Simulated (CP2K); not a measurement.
The system is CoO.

```
CELL_PARAMETERS angstrom
2.57053 0.00000 0.00000
0.00000 2.57053 0.00000
0.00000 0.00000 2.57053
ATOMIC_POSITIONS crystal
Co 0.00000 0.00000 0.00000
O 0.50000 0.50000 0.50000
```

Measurements of this composition are mostly on another form, of space group No. 225.

Program: CP2K 2026.2. Alike in all runs: task band structure; spin collinear, ferromagnetic start; cell as given; k mesh 10 × 10 × 10.

Task: Order these runs on this cell by their pressure, lowest first.
A. level r2SCAN; potentials or basis POTENTIAL_UZH Co GTH-SCAN-q17, O GTH-SCAN-q6; TZVP-MOLOPT-SCAN-GTH basis; smearing fermi-dirac 0.01 eV; NGRIDS 5; points a segment of the path (NPOINTS) 8; bands added on the path 2; CUTOFF of the grids 1250 Ry
B. level LDA; potentials or basis GTH_POTENTIALS Co GTH-PADE-q17, O GTH-PADE-q6; TZVP-MOLOPT-PBE-GTH basis; smearing fermi-dirac 0.0259 eV; NGRIDS 4; points a segment of the path (NPOINTS) 10; bands added on the path 2; CUTOFF of the grids 850 Ry
C. level PBEsol; potentials or basis POTENTIAL_UZH Co GTH-PBE-q17, O GTH-PBE-q6; TZVP-MOLOPT-PBE-GTH basis; smearing fermi-dirac 0.05 eV; NGRIDS 5; points a segment of the path (NPOINTS) 6; bands added on the path 4; CUTOFF of the grids 850 Ry

Result: B (-8.8 GPa), C (2.1 GPa), A (12.1 GPa).

Caveats: the basis of atomic orbitals isn't converged, which shifts pressures, moduli and gaps; the total moment is fixed, so each spin has its own Fermi level; a cell with one magnetic atom can't hold antiferromagnetic order, which such compounds often take; the potentials were made for another functional, which shifts forces and pressure (some runs).
